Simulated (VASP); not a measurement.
Input of a VASP 6.6.1 run:

The input INCAR:

```
PREC = Accurate ; ENCUT = 600
EDIFF = 1E-7 ; ISMEAR = 1
SIGMA = 0.1 ; LREAL = False
LASPH = True ; NELM = 80
ALGO = Normal ; ISIF = 3
LWAVE = False ; LCHARG = False
GGA = PS ; IBRION = 2
NSW = 90 ; EDIFFG = -0.005
PSTRESS = 1250.0
```

KPOINTS

```
Automatic mesh
0
Gamma
  17 17 17
```

Contents of POSCAR:

```
Se                                      
1.0
    1.9576977635      1.1302773308      0.8941002426
   -1.9576977635      1.1302773308      0.8941002426
    0.0000000000     -2.2605546616      0.8941002426
  Se            
     1
Direct
     0.0000000000000000    0.0000000000000000    0.0000000000000000
```

Potentials or basis: VASP PAW PBE potentials, release 64 (Se).

Launch:

```sh
$ cat potpaw_PBE.64/Se/POTCAR > POTCAR
$ mpirun -np 1 vasp_std > vasp.out
```

Question: What does it give for the relaxed cell?

Answer: a = 2.431 Å, b = 2.431 Å, c = 2.431 Å, α = 107.28°, β = 107.28°, γ = 107.28°.

Question: Estimate the relaxed volume.

Answer: 11.87 Å³/atom.

Question: What does it give for the band gap on the k mesh?

Answer: None (metal or under the smearing width).

Final structure:
```yaml
crystal:
  lattice:
    - [1.95766, 1.13025, 0.89404]
    - [-1.95766, 1.13025, 0.89404]
    - [0.00000, -2.26051, 0.89404]
  atoms:
    - { symbol: Se, position: [0.00000, 0.00000, 0.00000] }
```

Caveat: the cell is relaxed towards a set pressure, so the enthalpy falls and the energy may rise; the PAW data sets were made with another functional, which shifts forces and pressure a little.
